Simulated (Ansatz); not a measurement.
# HfO2 (polar HfO2, relaxed): the cost of one run

Method: DFT PBEsol, scalar-relativistic, plane waves, PAW, in Ansatz 0.2.0.

## (1) The system as given

It takes space group Pca2_1 (No. 29, orthorhombic). Conventional cell: a = 5.228 Å, b = 5.017 Å, c = 5.041 Å, α = 90.00°, β = 90.00°, γ = 90.00°. Around Hf (site symmetry 1) lie 7 O at 2.03 to 2.23 Å. Around O (site symmetry 1) lie 3 Hf at 2.03 to 2.14 Å. Around O (site symmetry 1) lie 4 Hf at 2.12 to 2.23 Å.

Structure file:

```cif
data_structure
_symmetry_space_group_name_H-M 'Pca2_1'
_symmetry_Int_Tables_number 29
_cell_length_a 5.2278
_cell_length_b 5.0173
_cell_length_c 5.0414
_cell_angle_alpha 90.000
_cell_angle_beta 90.000
_cell_angle_gamma 90.000
_cell_volume 132.23
loop_
_atom_site_label
_atom_site_type_symbol
_atom_site_symmetry_multiplicity
_atom_site_Wyckoff_symbol
_atom_site_fract_x
_atom_site_fract_y
_atom_site_fract_z
_atom_site_occupancy
Hf1 Hf 4 a 0.96707 0.73242 0.75264 1
O1 O 4 a 0.63199 0.92826 0.89023 1
O2 O 4 a 0.76597 0.45967 0.00114 1
```

## (2) Nudged elastic band: HfO2 (polar HfO2, relaxed), no spin

The input, input.yaml:

```yaml
crystal:
  lattice:
    - [5.227804, 0.0, 0.0]
    - [0.0, 5.017257, 0.0]
    - [0.0, 0.0, 5.041433]
  atoms:
    - { symbol: Hf, position: [0.967066, 0.732419, 0.752635] }
    - { symbol: Hf, position: [0.032934, 0.267581, 0.252635] }
    - { symbol: Hf, position: [0.467066, 0.267581, 0.752635] }
    - { symbol: Hf, position: [0.532934, 0.732419, 0.252635] }
    - { symbol: O, position: [0.631992, 0.928261, 0.890225] }
    - { symbol: O, position: [0.368008, 0.071739, 0.390225] }
    - { symbol: O, position: [0.131992, 0.071739, 0.890225] }
    - { symbol: O, position: [0.868008, 0.928261, 0.390225] }
    - { symbol: O, position: [0.765965, 0.459669, 0.00114] }
    - { symbol: O, position: [0.234035, 0.540331, 0.50114] }
    - { symbol: O, position: [0.265965, 0.540331, 0.00114] }
    - { symbol: O, position: [0.734035, 0.459669, 0.50114] }
scf:
  occupations: { method: fixed }
output: {}
hamiltonian:
  xc: pbesol
basis:
  ecutwfc: 520
kpoints:
  mp_grid: { grid: [3, 3, 3] }
neb:
  images: 7
  f_tol: 0.04
  max_iterations: 120
  final_atoms:
    - { symbol: Hf, position: [0.967066, 0.767581, 0.747365] }
    - { symbol: Hf, position: [0.032934, 0.232419, 0.247365] }
    - { symbol: Hf, position: [0.467066, 0.232419, 0.747365] }
    - { symbol: Hf, position: [0.532934, 0.767581, 0.247365] }
    - { symbol: O, position: [0.734035, 1.040331, 0.99886] }
    - { symbol: O, position: [0.265965, -0.040331, 0.49886] }
    - { symbol: O, position: [0.234035, -0.040331, 0.99886] }
    - { symbol: O, position: [0.765965, 1.040331, 0.49886] }
    - { symbol: O, position: [0.868008, 0.571739, 0.109775] }
    - { symbol: O, position: [0.131992, 0.428261, 0.609775] }
    - { symbol: O, position: [0.368008, 0.428261, 0.109775] }
    - { symbol: O, position: [0.631992, 0.571739, 0.609775] }
```

Launch:

```
$ ansatz run input.yaml --threads 8 --pin off --max-ram 12288MiB --backend cpu --events-out ev --progress --plain --runs-dir out
```

Q: Estimate wall time and peak memory on 8 threads of Intel Xeon 6975P-C (Granite Rapids), shared host.

About 1.9 min, with a peak of 2.3 GiB.
